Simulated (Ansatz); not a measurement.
A structure relaxed at PBE0-D4/def2-TZVP, charge 0, multiplicity 1:

| atom | x (Å) | y (Å) | z (Å) |
| --- | --- | --- | --- |
| F1 | 1.1004 | -0.4119 | 0.5830 |
| C2 | -0.0284 | -0.0481 | -0.0219 |
| F3 | -0.7981 | 0.5825 | 0.8627 |
| F4 | 0.2719 | 0.8010 | -1.0024 |
| H5 | -0.5459 | -0.9235 | -0.4214 |

Question: Give its formula and SMILES.

Answer: CHF3, `FC(F)F` (trifluoromethane).

Question: Point group (tolerance 0.08 Å, 0.16 Å for H)?

Answer: C3v.

Question: Summarise the bond lengths by kind.

Answer: 3 × C–F 1.331 Å; 1 × C–H 1.093 Å.

All numbers were calculated with Ansatz.
